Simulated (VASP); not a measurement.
# HfB2 (P6/mmm) in VASP: further runs

Runs on HfB2. Level: PBEsol. Tasks: single point.

All numbers are computed with VASP 6.6.1; they aren't measurements. Logs are shortened: lines on timing, memory, paths and dates and some standing lists are left out, and cuts for length are marked.

### 1 The crystal as given

The structure is hexagonal, space group P6/mmm (No. 191). The conventional cell has a = 3.140 Å, b = 3.140 Å, c = 3.480 Å, α = 90.00°, β = 90.00°, γ = 120.00°. Around Hf (site symmetry 6/mmm) lie 12 B at 2.51 Å. Around B (site symmetry -6m2) lie 3 B at 1.81 Å.

### 2 Single point, PBEsol

File INCAR:

```
SYSTEM = HfB2
  PREC = Accurate
  ENCUT = 460
  EDIFF = 1E-7
  ISMEAR = 1
  SIGMA = 0.1
  LREAL = .FALSE.
  LASPH = .TRUE.
  NELM = 100
  ALGO = Normal
  ISIF = 2
  LWAVE = .FALSE.
  LCHARG = .FALSE.
  GGA = PS
  NBANDS = 12
  ADDGRID = .FALSE.
```

File KPOINTS:

```
Automatic mesh
0
G
  15 15 12
  0 0 0
```

File POSCAR:

```
HfB2
1.0
    3.1400000000      0.0000000000      0.0000000000
   -1.5700000000      2.7193197679      0.0000000000
    0.0000000000      0.0000000000      3.4800000000
Hf B
1 2
Direct
   -0.0142630000      0.0046330000     -0.0059370000
    0.6696320000      0.3380360000      0.4871880000
    0.3055440000      0.6904850000      0.5067950000
```

Potentials or basis: VASP PAW PBE potentials, release 64 (Hf, B).

Started as:

```bash
$ cat potpaw_PBE.64/Hf/POTCAR potpaw_PBE.64/B/POTCAR > POTCAR
$ mpirun -np 1 vasp_std > vasp.out
```

OUTCAR:

```text
SYSTEM = HfB2
   PREC = Accurate
   ENCUT = 460
   EDIFF = 1E-7
   ISMEAR = 1
   LREAL = .FALSE.
   LASPH = .TRUE.
   NELM = 100
   ISIF = 2
   GGA = PS

 Found   1351 irreducible k-points:

 Following reciprocal coordinates:
            Coordinates               Weight
  0.000000  0.000000  0.000000      1.000000
  0.066667 -0.000000  0.000000      2.000000
  0.000000  0.066667  0.000000      2.000000
 -0.066667  0.066667  0.000000      2.000000
  0.133333  0.000000  0.000000      2.000000
  0.000000  0.133333  0.000000      2.000000
   k-points           NKPTS =   1351   k-points in BZ     NKDIM =   1351   number of bands    NBANDS=     12
   number of dos      NEDOS =    301   number of ions     NIONS =      3
   total plane-waves  NPLWV =  13824
   dimension x,y,z NGX =    24 NGY =   24 NGZ =   24
   dimension x,y,z NGXF=    48 NGYF=   48 NGZF=   48
   ions per type =               1   2
   NGX,Y,Z   is equivalent  to a cutoff of  12.71, 12.71, 11.47 a.u.
   NGXF,Y,Z  is equivalent  to a cutoff of  25.41, 25.41, 22.93 a.u.
 SYSTEM =  HfB2
   PREC   = accura    normal or accurate (medium, high low for compatibility)
   ISTART =      0    job   : 0-new  1-cont  2-samecut
   ICHARG =      2    charge: 1-file 2-atom 10-const
   ISPIN  =      1    spin polarized calculation?
   LNONCOLLINEAR =      F non collinear calculations
   LSORBIT =      F    spin-orbit coupling
   LASPH  =      T    aspherical Exc in radial PAW
   ENCUT  =  460.0 eV  33.81 Ry    5.81 a.u.   5.49  5.49  6.09*2*pi/ulx,y,z
   NELM   =    100;   NELMIN=  2; NELMDL= -5     # of ELM steps
   EDIFF  = 0.1E-06   stopping-criterion for ELM
   LREAL  =      F    real-space projection
   EDIFFG = 0.1E-05   stopping-criterion for IOM
   NSW    =      0    number of steps for IOM
   IBRION =     -1    ionic relax: 0-MD 1-quasi-New 2-CG
   NFREE  =      0    steps in history (QN), initial steepest desc. (CG)
   ISIF   =      2    stress and relaxation
   ISYM   =      2    0-nonsym 1-usesym 2-fastsym
   POTIM  = 0.5000    time-step for ionic-motion
   TEBEG  =    0.0;   TEEND  =   0.0 temperature during run
   PSTRESS=    0.0 pullay stress
   NELECT =      10.0000    total number of electrons
   NUPDOWN=      -1.0000    fix difference up-down
   EMIN   =  10.00;   EMAX   =-10.00  energy-range for DOS
   EFERMI =   0.00;   METHOD = LEGACY
   ISMEAR =     1;   SIGMA  =   0.10  broadening in eV -4-tet -1-fermi 0-gaus
   EFERMI_NEDOS =   21; number of points for ismear=-14 and -15
   IALGO  =     38    algorithm
   IMIX   =      4    mixing-type and parameters
     AMIX     =   0.40;   BMIX     =  1.00
     AMIX_MAG =   1.60;   BMIX_MAG =  1.00
  volume/ion in A,a.u.               =       9.90        66.84
  Fermi-wavevector in a.u.,A,eV,Ry     =   1.138724  2.151876 17.642568  1.296692
  Thomas-Fermi vector in A             =   2.275428
   LORBIT       =      0    0 simple, 1 ext, 2 COOP (PROOUT), +10 PAW based schemes
   GGA     = PS    functional components
   LHFCALC =     F    Hartree Fock is set to
   AEXX    =    0.0000 exact exchange contribution
   IVDW    =     0    specifies the selected vdW correction
   LEPSILON=     F    determine dielectric tensor
   LRPA    =     F    only Hartree local field effects (RPA)
 non-spin polarized calculation
 Methfessel and Paxton  Order N= 1 SIGMA  =   0.10
  energy-cutoff  :      460.00
  volume of cell :       29.71
 maximum number of plane-waves:       690
 NGX is ok and might be reduce to    24
   NGX = 11   NGY = 11   NGZ = 13

 number of electron      10.0000000 magnetization

 Free energy of the ion-electron system (eV)
  ---------------------------------------------------
  ext. energy  EPLUGINS =         0.00000000
  ---------------------------------------------------
  free energy    TOTEN  =       -27.79563600 eV

  energy without entropy =      -27.79555993  energy(sigma->0) =      -27.79561065

 E-fermi :   7.7935     XC(G=0): -12.4524

 val. band max:        7.7876385925   @ k =   0.2000  -0.4000   0.1667
 cond. band min:       7.7949408809   @ k =   0.2000  -0.4000   0.0833
 fundamental gap:      0.0073022884
 Fermi energy:         7.7935061671

 k-point     1 :       0.0000    0.0000    0.0000
  band No.  band energies     occupation
      1      -5.9027      2.00000
      2       4.3750      2.00000
      3       4.7261      2.00000
      4       5.0460      2.00000
      5       5.5466      2.00000
      6      11.5569      0.00000
      7      11.7187      0.00000
      8      11.9389      0.00000
      9      12.1309      0.00000
     10      12.8340      0.00000
     11      13.1110      0.00000
     12      13.9717      0.00000

 k-point     2 :       0.0667   -0.0000    0.0000
  band No.  band energies     occupation
      1      -5.8122      2.00000
      2       4.1672      2.00000
      3       4.8098      2.00000
      4       4.9825      2.00000
      5       5.4963      2.00000
      6      11.1188      0.00000
      7      11.6286      0.00000
      8      11.9898      0.00000
      9      12.0847      0.00000
     10      12.9298      0.00000
     11      13.4842      0.00000
     12      14.3239      0.00000

 k-point     3 :       0.0000    0.0667    0.0000
  band No.  band energies     occupation
      1      -5.8116      2.00000
      2       4.1912      2.00000
      3       4.8007      2.00000
      4       4.9765      2.00000
      5       5.4748      2.00000
      6      11.0916      0.00000
      7      11.6389      0.00000
      8      12.0028      0.00000
      9      12.1993      0.00000
     10      12.8475      0.00000
     11      13.3898      0.00000
     12      14.4393      0.00000

 k-point     4 :      -0.0667    0.0667    0.0000
  band No.  band energies     occupation
      1      -5.8088      2.00000
      2       4.3746      2.00000
      3       4.8014      2.00000
      4       4.9483      2.00000
      5       5.2292      2.00000
      6      11.2044      0.00000
      7      11.8518      0.00000
      8      11.8755      0.00000
      9      11.9626      0.00000
     10      12.8565      0.00000
     11      13.6685      0.00000
     12      14.4492      0.00000

 k-point     5 :       0.1333    0.0000    0.0000
  band No.  band energies     occupation
      1      -5.5457      2.00000
      2       3.5793      2.00000
      3       4.7635      2.00000
      4       5.0701      2.00000
      5       5.4131      2.00000
      6      10.5083      0.00000
      7      11.4336      0.00000
      8      11.5427      0.00000
      9      12.0711      0.00000
     10      13.4489      0.00000
     11      14.3622      0.00000
     12      14.9535      0.00000

 k-point     6 :       0.0000    0.1333    0.0000
  band No.  band energies     occupation
      1      -5.5434      2.00000
      2       3.6257      2.00000
      3       4.7446      2.00000
      4       5.0433      2.00000
      5       5.3716      2.00000
      6      10.4540      0.00000
      7      11.4633      0.00000
      8      11.6517      0.00000
      9      12.1206      0.00000
     10      13.3406      0.00000
     11      14.3529      0.00000
     12      14.9476      0.00000

 [... further k-points ...]

------------------------ aborting loop because EDIFF is reached ----------------------------------------

  FORCE on cell =-STRESS in cart. coord.  units (eV):
  Direction    XX          YY          ZZ          XY          YZ          ZX
  --------------------------------------------------------------------------------------
  -------------------------------------------------------------------------------------
  Total       -0.0848225     -0.4564784     -0.8099703     -0.2389590      0.0493750     -0.0781618
  in kB       -4.5735377    -24.6128376    -43.6727469    -12.8844158      2.6622508     -4.2144044
  external PRESSURE =     -24.2863741 kB  Pullay stress =       0.0000000 kB

 VOLUME and BASIS-vectors are now :
 -----------------------------------------------------------------------------
  energy-cutoff  :      460.00
  volume of cell :       29.71
      direct lattice vectors                 reciprocal lattice vectors
     3.140000000  0.000000000  0.000000000     0.318471338  0.183869512  0.000000000
    -1.570000000  2.719319768  0.000000000     0.000000000  0.367739025  0.000000000
     0.000000000  0.000000000  3.480000000     0.000000000  0.000000000  0.287356322

 POSITION                                       TOTAL-FORCE (eV/Angst)
 -----------------------------------------------------------------------------------
      3.08794      0.01260      3.45934        -0.168025      0.367926      0.164841
      1.57193      0.91923      1.69541        -1.391072      0.300219      0.311995
     -0.12465      1.87765      1.76365         1.559097     -0.668144     -0.476836
 -----------------------------------------------------------------------------------
    total drift:                                0.000007      0.000000     -0.000025

  FREE ENERGIE OF THE ION-ELECTRON SYSTEM (eV)
  ---------------------------------------------------
  free  energy   TOTEN  =       -27.7956360033 eV

  energy  without entropy=      -27.7955599329  energy(sigma->0) =      -27.79561065
```

Run time: 1.9 min. Hardware: 1 thread of Intel Xeon Platinum 8559C (Emerald Rapids), shared host; peak memory 0.53 GiB.

The run converged, but some of its settings lie outside the range that counts as converged, so its numbers aren't taken as properties of the crystal.

What came out:

```yaml
Free_energy: -27.7956 eV
Pressure: -2.4 GPa
Largest_force: 1.762 eV/Å
Band_gap_on_the_k_mesh: none (metal or under the smearing width)
```

Caveat: the PAW data sets were made with another functional, which shifts forces and pressure a little.

### 3 Single point, PBEsol

INCAR: that of step 2 with these lines changed.

```diff
@@ -5,3 +5,3 @@
   ISMEAR = 1
-  SIGMA = 0.1
+  SIGMA = 0.05
   LREAL = .FALSE.
```

KPOINTS is that of step 2.

File POSCAR:

```
HfB2
1.0
    3.1400000000      0.0000000000      0.0000000000
   -1.5700000000      2.7193197679      0.0000000000
    0.0000000000      0.0000000000      3.4800000000
Hf B
1 2
Direct
    0.0000000000      0.0000000000      0.0000000000
    0.6666666667      0.3333333333      0.5000000000
    0.3333333333      0.6666666667      0.5000000000
```

Potentials or basis: VASP PAW PBE potentials, release 64 (Hf, B).

Started as:

```bash
$ cat potpaw_PBE.64/Hf/POTCAR potpaw_PBE.64/B/POTCAR > POTCAR
$ mpirun -np 1 vasp_std > vasp.out
```

OUTCAR:

```text
SYSTEM = HfB2
   PREC = Accurate
   ENCUT = 460
   EDIFF = 1E-7
   ISMEAR = 1
   LREAL = .FALSE.
   LASPH = .TRUE.
   NELM = 100
   ISIF = 2
   GGA = PS

 Found    189 irreducible k-points:

 Following reciprocal coordinates:
            Coordinates               Weight
  0.000000  0.000000  0.000000      1.000000
  0.066667 -0.000000  0.000000      6.000000
  0.133333  0.000000  0.000000      6.000000
  0.200000  0.000000  0.000000      6.000000
  0.266667  0.000000  0.000000      6.000000
  0.333333  0.000000  0.000000      6.000000
   k-points           NKPTS =    189   k-points in BZ     NKDIM =    189   number of bands    NBANDS=     12
   number of dos      NEDOS =    301   number of ions     NIONS =      3
   total plane-waves  NPLWV =  13824
   dimension x,y,z NGX =    24 NGY =   24 NGZ =   24
   dimension x,y,z NGXF=    48 NGYF=   48 NGZF=   48
   ions per type =               1   2
   NGX,Y,Z   is equivalent  to a cutoff of  12.71, 12.71, 11.47 a.u.
   NGXF,Y,Z  is equivalent  to a cutoff of  25.41, 25.41, 22.93 a.u.
 SYSTEM =  HfB2
   PREC   = accura    normal or accurate (medium, high low for compatibility)
   ISTART =      0    job   : 0-new  1-cont  2-samecut
   ICHARG =      2    charge: 1-file 2-atom 10-const
   ISPIN  =      1    spin polarized calculation?
   LNONCOLLINEAR =      F non collinear calculations
   LSORBIT =      F    spin-orbit coupling
   LASPH  =      T    aspherical Exc in radial PAW
   ENCUT  =  460.0 eV  33.81 Ry    5.81 a.u.   5.49  5.49  6.09*2*pi/ulx,y,z
   NELM   =    100;   NELMIN=  2; NELMDL= -5     # of ELM steps
   EDIFF  = 0.1E-06   stopping-criterion for ELM
   LREAL  =      F    real-space projection
   EDIFFG = 0.1E-05   stopping-criterion for IOM
   NSW    =      0    number of steps for IOM
   IBRION =     -1    ionic relax: 0-MD 1-quasi-New 2-CG
   NFREE  =      0    steps in history (QN), initial steepest desc. (CG)
   ISIF   =      2    stress and relaxation
   ISYM   =      2    0-nonsym 1-usesym 2-fastsym
   POTIM  = 0.5000    time-step for ionic-motion
   TEBEG  =    0.0;   TEEND  =   0.0 temperature during run
   PSTRESS=    0.0 pullay stress
   NELECT =      10.0000    total number of electrons
   NUPDOWN=      -1.0000    fix difference up-down
   EMIN   =  10.00;   EMAX   =-10.00  energy-range for DOS
   EFERMI =   0.00;   METHOD = LEGACY
   ISMEAR =     1;   SIGMA  =   0.05  broadening in eV -4-tet -1-fermi 0-gaus
   EFERMI_NEDOS =   21; number of points for ismear=-14 and -15
   IALGO  =     38    algorithm
   IMIX   =      4    mixing-type and parameters
     AMIX     =   0.40;   BMIX     =  1.00
[... 23 lines left out ...]
  ext. energy  EPLUGINS =         0.00000000
  ---------------------------------------------------
  free energy    TOTEN  =       -27.92781805 eV

  energy without entropy =      -27.92779471  energy(sigma->0) =      -27.92781027

 E-fermi :   7.8561     XC(G=0): -12.4560

 val. band max:        7.8161808761   @ k =   0.4000   0.1333   0.0000
 cond. band min:       7.8572867927   @ k =   0.0667   0.0667   0.4167
 fundamental gap:      0.0411059166
 Fermi energy:         7.8561431725

 k-point     1 :       0.0000    0.0000    0.0000
  band No.  band energies     occupation
      1      -5.8949      2.00000
      2       4.7869      2.00000
      3       4.9451      2.00000
      4       4.9451      2.00000
      5       5.0548      2.00000
      6      11.8382      0.00000
      7      11.8382      0.00000
      8      12.5024      0.00000
      9      12.5024      0.00000
     10      12.8167      0.00000
     11      12.8167      0.00000
     12      12.8841      0.00000
[... 61 lines left out ...]
 k-point     6 :       0.3333    0.0000    0.0000
  band No.  band energies     occupation
      1      -3.8097      2.00000
      2       0.9640      2.00000
      3       3.9530      2.00000
      4       4.5960      2.00000
      5       5.3660      2.00000
      6      10.6468      0.00000
      7      10.7571      0.00000
      8      10.8189      0.00000
      9      12.4344      0.00000
     10      13.8840      0.00000
     11      16.8541      0.00000
     12      18.1920      0.00000

 [... further k-points ...]

------------------------ aborting loop because EDIFF is reached ----------------------------------------

  FORCE on cell =-STRESS in cart. coord.  units (eV):
  Direction    XX          YY          ZZ          XY          YZ          ZX
  --------------------------------------------------------------------------------------
  -------------------------------------------------------------------------------------
  Total       -0.7200824     -0.7200824     -0.8262838      0.0000000     -0.0000000      0.0000000
  in kB      -38.8260870    -38.8260870    -44.5523538      0.0000000     -0.0000000      0.0000000
  external PRESSURE =     -40.7348426 kB  Pullay stress =       0.0000000 kB

 VOLUME and BASIS-vectors are now :
 -----------------------------------------------------------------------------
  energy-cutoff  :      460.00
  volume of cell :       29.71
      direct lattice vectors                 reciprocal lattice vectors
     3.140000000  0.000000000  0.000000000     0.318471338  0.183869512  0.000000000
    -1.570000000  2.719319768  0.000000000     0.000000000  0.367739025  0.000000000
     0.000000000  0.000000000  3.480000000     0.000000000  0.000000000  0.287356322

 POSITION                                       TOTAL-FORCE (eV/Angst)
 -----------------------------------------------------------------------------------
      0.00000      0.00000      0.00000         0.000000      0.000000      0.000000
      1.57000      0.90644      1.74000        -0.000000     -0.000000      0.000000
     -0.00000      1.81288      1.74000         0.000000      0.000000     -0.000000
 -----------------------------------------------------------------------------------
    total drift:                                0.000000     -0.000000      0.000000

  FREE ENERGIE OF THE ION-ELECTRON SYSTEM (eV)
  ---------------------------------------------------
  free  energy   TOTEN  =       -27.9278180514 eV

  energy  without entropy=      -27.9277947118  energy(sigma->0) =      -27.92781027
```

stdout:

```text
POSCAR found type information on POSCAR HfB
 POSCAR found :  2 types and       3 ions
 scaLAPACK will be used
 -----------------------------------------------------------------------------
|                                                                             |
|                                                                             |
|     You enforced a specific xc type in the INCAR file but a different       |
|     I HOPE YOU KNOW WHAT YOU ARE DOING!                                     |
|                                                                             |
 -----------------------------------------------------------------------------

 LDA part: xc-table for (Slater+PW92), standard interpolation
 POSCAR, INCAR and KPOINTS ok, starting setup
 FFT: planning ... GRIDC
 FFT: planning ... GRID_SOFT
 FFT: planning ... GRID
 WAVECAR not read
 entering main loop
```

It took 18 s on 1 thread of Intel Xeon Platinum 8559C (Emerald Rapids), shared host; peak memory 0.18 GiB.

These settings aren't checked as converged: the numbers below hold their error.

Results:

- Free energy: -27.9278 eV
- Pressure: -4.1 GPa
- Band gap on the k mesh: none (metal or under the smearing width)

Caveat: the PAW data sets were made with another functional, which shifts forces and pressure a little.

### 4 Single point, PBEsol

INCAR is that of step 3.

KPOINTS is that of step 3.

File POSCAR:

```
HfB2
1.0
    3.1400000000      0.0000000000      0.0000000000
   -1.5700000000      2.7193197679      0.0000000000
    0.0000000000      0.0000000000      3.4800000000
Hf B
1 2
Direct
   -0.0142630000      0.0046330000     -0.0059370000
    0.6696320000      0.3380360000      0.4871880000
    0.3055440000      0.6904850000      0.5067950000
```

Started as:

```bash
$ cat potpaw_PBE.64/Hf/POTCAR potpaw_PBE.64/B/POTCAR > POTCAR
$ mpirun -np 1 vasp_std > vasp.out
```

It took 1.9 min on 1 thread of Intel Xeon Platinum 8559C (Emerald Rapids), shared host; peak memory 0.53 GiB.

These settings aren't checked as converged: the numbers below hold their error.

Results:

```yaml
Free_energy: -27.7956 eV
Pressure: -2.4 GPa
Largest_force: 1.763 eV/Å
Band_gap_on_the_k_mesh: none (metal or under the smearing width)
```

Caveat: the PAW data sets were made with another functional, which shifts forces and pressure a little.

### 5 Single point, PBEsol

INCAR: that of step 4 with these lines changed.

```diff
@@ -5,3 +5,3 @@
   ISMEAR = 1
-  SIGMA = 0.05
+  SIGMA = 0.02
   LREAL = .FALSE.
```

KPOINTS is that of step 4.

File POSCAR:

```
HfB2
1.0
    3.1400000000      0.0000000000      0.0000000000
   -1.5700000000      2.7193197679      0.0000000000
    0.0000000000      0.0000000000      3.4800000000
Hf B
1 2
Direct
    0.0000000000      0.0000000000      0.0000000000
    0.6666666667      0.3333333333      0.5000000000
    0.3333333333      0.6666666667      0.5000000000
```

Started as:

```bash
$ cat potpaw_PBE.64/Hf/POTCAR potpaw_PBE.64/B/POTCAR > POTCAR
$ mpirun -np 1 vasp_std > vasp.out
```

Wall time 21 s (1 thread of Intel Xeon Platinum 8559C (Emerald Rapids), shared host); peak memory 0.18 GiB.

These settings aren't checked as converged: the numbers below hold their error.

What came out:

| Quantity | Value |
| --- | --- |
| Free energy | -27.9278 eV |
| Pressure | -4.1 GPa |
| Band gap on the k mesh | none (metal or under the smearing width) |

Caveat: the PAW data sets were made with another functional, which shifts forces and pressure a little.
